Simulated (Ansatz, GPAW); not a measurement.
# Pd: 3 runs at one level of theory

```
CELL_PARAMETERS angstrom
0.00000 1.94650 1.94650
1.94650 0.00000 1.94650
1.94650 1.94650 0.00000
ATOMIC_POSITIONS crystal
Pd 0.00000 0.00000 0.00000
```

Alike in all runs: task single point; functional PBE; k mesh 12 × 12 × 12; occupations gaussian, width 0.016 eV; no spin polarisation; no spin-orbit coupling. Pressure is positive in compression and, in plane waves, holds the error of the finite cutoff, which Ansatz's Pulay term estimates and takes out.

```
                        program and potentials  plane-wave cutoff (eV)                                                                      notes  band gap (eV)  pressure (GPa)
                            Ansatz, Ansatz PAW                     420  18 valence electrons an atom on average; Pulay term of +0.07 GPa included         no gap            6.91
    GPAW, GPAW PAW data sets (gpaw-data 1.2.1)                     600                                    16 valence electrons an atom on average         no gap            6.86
Ansatz, all-electron LAPW, scalar-relativistic                       -                                                                          -         no gap            6.81
```

None finds a gap. The pressure spans 6.81 (Ansatz, all-electron LAPW, scalar-relativistic) to 6.91 GPa (Ansatz, Ansatz PAW), with all-electron results at 6.81.

Differences between rows come from potentials, basis sets and numerical settings, since the functional is the same but for its coding. Runs on potential files found faulty are left out.

All three runs put palladium under compression at this volume, and they agree closely, from 6.81 to 6.91 GPa. The cell lies close to the measured lattice constant, so the pressure mostly reflects PBE's known tendency to make the late 4d metals too large, rather than any real stress in the crystal. Palladium is stiff because the pull of its d-electron bonding is balanced against the pressure of the sp electrons, which rises quickly on compression, so even a slight mismatch in lattice constant costs several GPa.

The missing gap is expected: hybridisation with the sp band takes some charge out of the 4d shell, which is full in the free atom, and leaves d holes at the Fermi level. Treating more electrons as valence doesn't bring the pressure closer to the all-electron value, which suggests that the deeper semicore shell isn't what limits the agreement. The results don't settle whether PBE would give palladium a moment, a real question for a metal so close to ferromagnetism.
